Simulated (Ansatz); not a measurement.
Relaxing Li$_{2}$Se in the fluorite type

First guess:

```xyz
3
Lattice="0.0000 2.8062 2.8062 2.8062 0.0000 2.8062 2.8062 2.8062 0.0000" Properties=species:S:1:pos:R:3 pbc="T T T"
Se    0.0000    0.0000    0.0000
Li    1.4031    1.4031    1.4031
Li    4.2093    4.2093    4.2093
```

Computed with DFT, PBE, PAW with Ansatz's default frozen-core files, scalar-relativistic (Ansatz 0.2.0).

Cell and atoms relax within the symmetry of the start on a 13×13×13 k mesh with 0.05 eV Fermi–Dirac smearing.

The start is built from a prototype, known or not as a phase of this compound; the cutoff is 420 eV.

**Question.** What is the pressure of the first guess?

**Answer.** 10.17 GPa.

**Question.** What does it relax to?

**Answer.** a = 6.006 Å, b = 6.006 Å, c = 6.006 Å, α = 90.00°, β = 90.00°, γ = 90.00° (conventional cell), 18.05 Å³ per atom:
```xyz
3
Lattice="0.0000 3.0029 3.0029 3.0029 0.0000 3.0029 3.0029 3.0029 0.0000" Properties=species:S:1:pos:R:3 pbc="T T T"
Se    0.0000    0.0000    0.0000
Li    1.5015    1.5015    1.5015
Li    4.5044    4.5044    4.5044
```

**Question.** How much energy does the relaxation release?

**Answer.** 89 meV/atom.
